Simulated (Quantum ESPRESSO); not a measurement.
Slab: Au, a slab with vacuum.

```
Au
1.0
     2.90000    0.00000    0.00000
    -1.45000    2.51147    0.00000
     0.00000    0.00000   24.76000
Au
5
Direct
  0.66667 0.33333 0.30291
  0.33333 0.66667 0.40145
  0.66667 0.33333 0.50000
  0.33333 0.66667 0.59855
  0.66667 0.33333 0.69709
```

The slab is cut from a database's or a generator's crystal, which needn't be the stable form of the element.

A sound run:

- Program: Quantum ESPRESSO 7.5
- Task: work function
- Functional: PBE
- Potentials or basis: PseudoDojo 0.4.1 SR PBE standard
- Cutoff: 1034 eV
- Density cutoff: 4136 eV
- k mesh: 11 × 11 × 1
- Occupations: fermi-dirac, width 0.05 eV
- Spin: no spin polarisation

It gives largest force 0.127 eV/Å; band gap on the k mesh none (metal or under the smearing width).

Task: What do these careless settings give instead: cutoff 626 eV in place of 1034 eV; density cutoff 2503 eV in place of 4136 eV?

Result: Largest force 0.119 eV/Å; band gap on the k mesh none (metal or under the smearing width). The run converged, but these numbers show the error of the settings and aren't properties of the slab.
